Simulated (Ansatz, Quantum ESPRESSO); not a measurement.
## SiC and the pressure, program beside program

The cell as given:

It takes space group P6_3mc (No. 186, hexagonal). The conventional cell has a = 3.076 Å, b = 3.076 Å, c = 5.048 Å, α = 90.00°, β = 90.00°, γ = 120.00°. Si (site symmetry 3m) is surrounded by 4 C at 1.87 to 1.94 Å. C (site symmetry 3m) has 4 Si at 1.87 to 1.94 Å as nearest neighbours.

Kept alike: task relaxation of cell and atoms; functional PBEsol; k mesh 10 × 10 × 5; occupations fermi-dirac, width 0.05 eV; no spin polarisation. The mesh is that of the run's cell of 4 atoms. No spin-orbit coupling.

- A: Ansatz, Ansatz PAW, made for PBE, cutoff 420 eV
- B: Quantum ESPRESSO, SSSP 1.3 efficiency PBE, made for PBE, cutoff 857 eV

| pressure (GPa) | A: volume (Å³/atom) | B: volume (Å³/atom) |
| --- | --- | --- |
| 0 | 10.339 | 10.364 |
| 2 | 10.249 | 10.273 |
| 5 | 10.119 | 10.144 |
| 10 | 9.920 | 9.944 |
| 20 | 9.570 | 9.594 |
| 30 | 9.270 | 9.293 |

Values on potentials made for another functional: all of A; all of B. Values hold for each row's relaxed cell, which stops near the pressure aimed at. Ansatz's stress holds its Pulay term. The runs follow the start's structure, whether or not it is the stable one at these pressures.

Q: How large is the effect of the pressure, and do the programs agree on it?

A: From 0 to 30 GPa the volume moves by -1.069 in A, -1.071 in B (Å³/atom). Row by row the programs differ by 0.023 to 0.025, and over this span the shifts, as printed, agree within 1 %.
